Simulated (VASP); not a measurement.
TiAl3:

```
Ti Al
1.0
    -1.91111    1.91111    4.28067
     1.91111   -1.91111    4.28067
     1.91111    1.91111   -4.28067
Ti Al
1 3
Direct
  0.00000 0.00000 0.00000
  0.25000 0.75000 0.50000
  0.75000 0.25000 0.50000
  0.50000 0.50000 0.00000
```

The cell comes from a database or a generator and needn't be the stable form of this composition.

| Item | Value |
| --- | --- |
| Program | VASP 6.6.1 |
| Task | single point |
| Functional | PBEsol |
| Potentials or basis | VASP PAW PBE potentials, release 64 (Ti_sv, Al) |
| Cutoff | 520 eV |
| k mesh | 10 × 10 × 10 |
| Occupations | fermi-dirac, width 0.05 eV |
| Spin | no spin polarisation |

On this cell: pressure -0.4 GPa; largest force under 0.003 eV/Å; band gap on the k mesh none (metal or under the smearing width).

The same run follows on a disturbed copy (atoms moved at random, drawn with an rms of 0.05 Å):

```
Ti Al
1.0
    -1.91111    1.91111    4.28067
     1.91111   -1.91111    4.28067
     1.91111    1.91111   -4.28067
Ti Al
1 3
Direct
  0.99038 0.00038 0.99521
  0.25664 0.75347 0.51882
  0.74604 0.24268 0.49693
  0.50286 0.48753 0.00014
```

Question: What changes?

Answer: The energy (extrapolated to zero smearing) moves by +8.2 meV/atom; pressure -0.2 GPa; largest force 0.618 eV/Å; band gap on the k mesh none (metal or under the smearing width).

Forces on the atoms (eV/Å):
```
Ti  -0.250  0.551 -0.122
Al  -0.288 -0.321  0.048
Al   0.207  0.156  0.049
Al   0.332 -0.386  0.025
```

Stress tensor (GPa, compression positive):
```
-0.09 -0.03  0.20
-0.03 -0.11 -0.22
 0.20 -0.22 -0.35
```

Caveats: the PAW data sets were made with another functional, which shifts forces and pressure a little.
